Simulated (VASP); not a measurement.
Set up this calculation in VASP 6.6.1, as the native input.

* Task: relaxation of cell and atoms
* Functional: PBEsol
* Potentials or basis: VASP PAW PBE potentials, release 64 (Cd, Se)
* Cutoff: 600 eV
* k mesh: 8 × 8 × 8
* Occupations: gaussian, width 0.03 eV
* Spin: no spin polarisation
* Further INCAR settings: ALGO = Normal; EDIFF = 1e-07; IBRION = 2; EDIFFG = -0.005; NSW = 90; ISIF = 3

The structure of CdSe lies in POSCAR:

```
CdSe                                    
1.0
    0.0000000000      3.0462087289      3.0462087289
    3.0462087289      0.0000000000      3.0462087289
    3.0462087289      3.0462087289     -0.0000000000
  Cd              Se            
     1     1
Direct
     0.0000000000000000    0.0000000000000000    0.0000000000000000
     0.7500000000000000    0.7500000000000000    0.7500000000000000
```

Measurements of this composition are mostly on another form, of space group No. 186.

The input as run:

INCAR

```
SYSTEM = CdSe
PREC = Accurate ; ENCUT = 600
EDIFF = 1E-7 ; ISMEAR = 0
SIGMA = 0.03 ; LREAL = .FALSE.
LASPH = .TRUE. ; NELM = 80
ALGO = Normal ; ISIF = 3
LWAVE = .FALSE. ; LCHARG = .FALSE.
GGA = PS ; IBRION = 2
NSW = 90 ; EDIFFG = -0.005
```

KPOINTS

```
regular mesh
0
G
  8 8 8
  0 0 0
```

Potentials or basis: VASP PAW PBE potentials, release 64 (Cd, Se).

Launch:

```sh
$ cat potpaw_PBE.64/Cd/POTCAR potpaw_PBE.64/Se/POTCAR > POTCAR
$ mpirun -np 1 vasp_std > vasp.out
```

Results of the run:

```yaml
Pressure_after_relaxing: 0.0 GPa
Band_gap_on_the_k_mesh: 0.47 eV, direct
```

Caveat: the relaxation stopped at its first step, so nothing moved; the PAW data sets were made with another functional, which shifts forces and pressure a little.

Wall time 24 s on 1 thread of Intel(R) Xeon(R) Platinum 8259CL CPU @ 2.50GHz (Skylake/Cascade Lake), with other jobs on the host, peak memory 0.21 GiB.
